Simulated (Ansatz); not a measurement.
AlGaN₂: the gap under strain, fitted and tested

Plane-wave DFT in Ansatz, r2SCAN, scalar-relativistic PAW potentials, cutoff 500 eV, no spin-orbit coupling; no spin polarisation. AlGaN₂ in space group P-4m2, a structure that wasn't matched to a measured phase. Biaxial strain in the a-b plane; c and atoms relaxed (conventional cell); Kohn–Sham gaps sought over the whole zone.

| strain (%) | space group | gap (eV) |
| --- | --- | --- |
| -6.0 | P-4m2 | ? |
| -4.0 | P-4m2 | 3.537 |
| -2.0 | P-4m2 | 3.457 |
| +0.0 | P-4m2 | 3.369 |
| +2.0 | P-4m2 | 3.279 |
| +4.0 | P-4m2 | 3.092 |
| +6.0 | P-4m2 | 2.875 |

Problem. Fit the given gaps and predict the missing one.

Solution. Next to zero the slopes are -44 meV per % on the compressed side and -45 on the stretched side. No break shows at zero, so all given rows go into a parabola: E_g = 3.384 -0.0546 ε -0.00483 ε² eV (ε in %; scatter 15 meV). At -6.0 % this gives 3.538 eV; the run gave 3.476 eV, 62 meV away. The fit is poor: the slope drops sharply near -4.0 and +2.0 %, the mark of another band or valley taking over an edge, which one smooth curve can't follow.

Cost: about 10 core-minutes for the runs cited, on Intel Xeon Processor @ 2.50GHz (Skylake/Cascade Lake) (shared hosts).